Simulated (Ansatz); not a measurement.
Level of theory: DFT PBE, scalar-relativistic, plane waves, PAW (Ansatz 0.2.0). Settings: cutoff 420 eV, Γ-centred meshes spaced at most about 0.3 Å⁻¹, and about 0.25 Å⁻¹ or finer for metals (2π included), Gaussian smearing. Spin is collinear in cells that carry moments; the others ran without spin or lost their moments.

These are static total energies at zero pressure.

Two relaxed structures of CoSn:

A. (no moments) Space group P6_3/mmc (No. 194), hexagonal, a = 3.898 Å, c = 5.232 Å. Around Co lie 6 Sn at 2.60 Å and 2 Co at 2.62 Å; Sn is surrounded by 6 Co at 2.60 Å.

B. (parallel moments up to 0.8 μB) Space group Pm-3m (No. 221), cubic, a = 3.160 Å. Around Sn lie 8 Co at 2.74 Å and 6 Sn at 3.16 Å; Co has 8 Sn at 2.74 Å and 6 Co at 3.16 Å.

**Question.** Which form is favoured at zero pressure, and by what margin per atom?

**Answer.** A is lower, by 158 meV/atom. A has the nickel arsenide type, space group P6_3/mmc (No. 194), 17.2 Å³/atom and no gap on its mesh; B has the caesium chloride type, space group Pm-3m (No. 221), 15.8 Å³/atom and no gap. Counting all near atoms (those within 1.25 times the shortest distance at each site; a plus sign parts nearer from farther groups), A has Co 8, Sn 6 and B has Co 8+6, Sn 8+6. Their magnetic states differ too. The lower one is the more open, so pressure narrows the difference. Both come from invented guesses. The lowest form computed isn't among them: it has the CoSn type, space group P6/mmm (No. 191), 17.1 Å³/atom, is reached from a Materials Project cell and lies 103 meV/atom below the best shown.

A magnetic state wasn't ruled out in cells without spin, among them P6_3/mmc. Another magnetic order may lie lower. Cells relaxed within their symmetry can be saddle points. Some types were kept out of the candidates beforehand, so the set may lack a known form.
